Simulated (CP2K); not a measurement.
InP in CP2K: the effect of functional

Crystal: InP.

```
In P
1.0
     4.14435    0.00000    0.00000
     2.07218    3.58911    0.00000
     2.07218    1.19637    3.38385
In P
1 1
Direct
  0.00000 0.00000 0.00000
  0.75000 0.75000 0.75000
```

Alike in all runs:

* Program: CP2K 2026.2
* Task: band structure
* Potentials or basis: POTENTIAL_UZH In GTH-PBE-q13, P GTH-PBE-q5; TZVP-MOLOPT-PBE-GTH basis
* Density cutoff: 9184 eV
* k mesh: 8 × 8 × 8
* Occupations: fermi-dirac, width 0.05 eV
* Spin: no spin polarisation

Q: One run gave: gap on the mesh 0.51 eV; pressure 0.5 GPa. Which functional did it use?
A. WC
B. rev-vdW-DF2
C. LDA
D. TPSS
E. PBE

A: C.

```csv
functional,gap on the mesh (eV),pressure (GPa)
PBE,0.69,3.9
LDA,0.51,0.5
rev-vdW-DF2,0.58,3.3
RPBE,0.78,5.2
WC,0.58,1.7
TPSS,0.73,3.3
```

Caveats: spin-orbit coupling is left out, which moves the levels of the heavy elements; the basis of atomic orbitals isn't converged, which shifts pressures, moduli and gaps; the potentials were made for another functional, which shifts forces and pressure (some runs).

A k mesh can miss the band edges.

Not every run made on this cell is shown here.
